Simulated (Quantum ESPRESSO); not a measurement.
The system is MgS (Niningerite).

```
CELL_PARAMETERS angstrom
0.00000 2.60165 2.60165
2.60165 0.00000 2.60165
2.60165 2.60165 0.00000
ATOMIC_POSITIONS crystal
S 0.50000 0.50000 0.50000
Mg 0.00000 0.00000 0.00000
```

```yaml
Program: Quantum ESPRESSO 7.5
Task: phonons
Functional: PBE
Potentials_or_basis: PseudoDojo 0.4.1 SR PBE standard
Cutoff: 1143 eV
Density_cutoff: 4572 eV
k_mesh: 6 × 6 × 6, shifted
Occupations: fermi-dirac, width 0.05 eV
Spin: no spin polarisation
Mixing_beta: 0.5
Most_SCF_iterations: 120
SCF_threshold: 4e-10 Ry
```

The first run showed a gap, so the response started from a second, tighter run with fixed occupations.

The run gives a transverse optical frequency of 240 cm⁻¹, an electronic dielectric constant of 5.43 and Born charges of ±2.34 e.

What are the longitudinal frequency and the static dielectric constant?

The longitudinal mode lies at 399 cm⁻¹, 159 cm⁻¹ over the transverse one, and the static constant is 15.02. The two agree with the Lyddane-Sachs-Teller relation: (399/240)² = 2.76 and 15.02/5.43 = 2.77.

Caveat: before the sum rule the acoustic modes lie tens of cm⁻¹ from zero, a sign that the density grid also shifts the optical modes.
